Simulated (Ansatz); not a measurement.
Run this with the Python package of Ansatz (0.2.0) and show what comes out.

Contents of `csbr.cif`:
```cif
data_CsBr
_cell_length_a 4.286000
_cell_length_b 4.286000
_cell_length_c 4.286000
_cell_angle_alpha 90.00000
_cell_angle_beta 90.00000
_cell_angle_gamma 90.00000
_symmetry_space_group_name_H-M 'P 1'
_symmetry_Int_Tables_number 1
loop_
_symmetry_equiv_pos_as_xyz
'x, y, z'
loop_
_atom_site_label
_atom_site_type_symbol
_atom_site_fract_x
_atom_site_fract_y
_atom_site_fract_z
Cs1 Cs    0.000000    0.000000    0.000000
Br2 Br    0.500000    0.500000    0.500000
```

`gw_csbr.py`
```python
"""One-shot GW for CsBr."""

import ansatz
from ase.io import read

atoms = read("csbr.cif")
system = ansatz.Crystal.from_ase(atoms)

calc = (
    system.calculation()
    .functional("pbesol")
    .pseudopotentials("paw")
    .basis(470)
    .accuracy("medium")
    .kpoints(mesh=(3, 3, 3))
    .mixing("msr1")
    .scf(tolerance=1e-08, algorithm="direct_min")
    .occupations("fixed")
    .gw(empty_bands=100, screening_cutoff=150, quasiparticle_bands=("v1", "c1"))
)
events = []
result = calc.session().plan().execute(on_event=events.append, runs_dir="gw_run")
gw = next(e["data"] for e in events if e["event"] == "gw_qp")
top = gw["frontier_bands"]["highest_filled_band"]
print(" k band    E_KS   Sigma_x  Sigma_c     Vxc      Z    E_QP (eV)")
for qp in gw["qp"]:
    print(f"{qp['ik']:2d} {qp['band']:4d} {qp['eps_ks_ev']:7.3f} {qp['sigma_x_ev']:9.3f} {qp['sigma_c_at_ks_ev']:8.3f} {qp['vxc_ev']:8.3f} {qp['z']:6.3f} {qp['e_qp_ev']:8.3f}")
for key, label in (("eps_ks_ev", "Kohn-Sham"), ("e_qp_ev", "G0W0")):
    filled = max(qp[key] for qp in gw["qp"] if qp["band"] <= top)
    empty = min(qp[key] for qp in gw["qp"] if qp["band"] > top)
    print(f"{label} gap on the mesh: {empty - filled:.3f} eV")
print("static dielectric eigenvalues (RPA, this mesh):", [round(e, 3) for e in gw["screening"][0]["eps_tensor_eigenvalues"]])
```

```console
$ python gw_csbr.py
 k band    E_KS   Sigma_x  Sigma_c     Vxc      Z    E_QP (eV)
 0    8   2.992   -19.489    2.151  -15.714  0.801    1.704
 0    9   7.320    -5.184   -3.178   -9.455  0.851    8.245
 1    8   2.833   -19.103    2.159  -15.282  0.801    1.515
 1    9   8.452    -4.092   -3.260   -8.497  0.843    9.409
 2    8   2.907   -19.225    2.165  -15.406  0.800    1.597
 2    9   8.539    -4.760   -3.220   -9.149  0.845    9.519
 3    8   2.364   -18.660    2.173  -14.764  0.798    1.005
 3    9   9.647    -5.166   -3.266   -9.766  0.842   10.763
Kohn-Sham gap on the mesh: 4.329 eV
G0W0 gap on the mesh: 6.540 eV
static dielectric eigenvalues (RPA, this mesh): [3.004, 3.004, 3.004]
```

Caveats:
- These settings explore the input space; cutoff and mesh may be short of convergence.
- Energy and stress may still move on a finer k-point mesh.
- Of the deposited cell: the entry's cell lengths or inner coordinates differ somewhat from later room-temperature determinations.
- The starting cell is as deposited in a crystallographic database; the results hold for this polymorph, which needn't be the stable one.
- Mesh, empty bands and screening cutoff are small, so the quasiparticle gap isn't converged, and it is read on the mesh points alone. Spin-orbit coupling is left out, which matters for heavy elements.
- Run time: 9.9 s on 1 thread of Arm Neoverse V2 (shared host), peak memory 0.52 GiB.
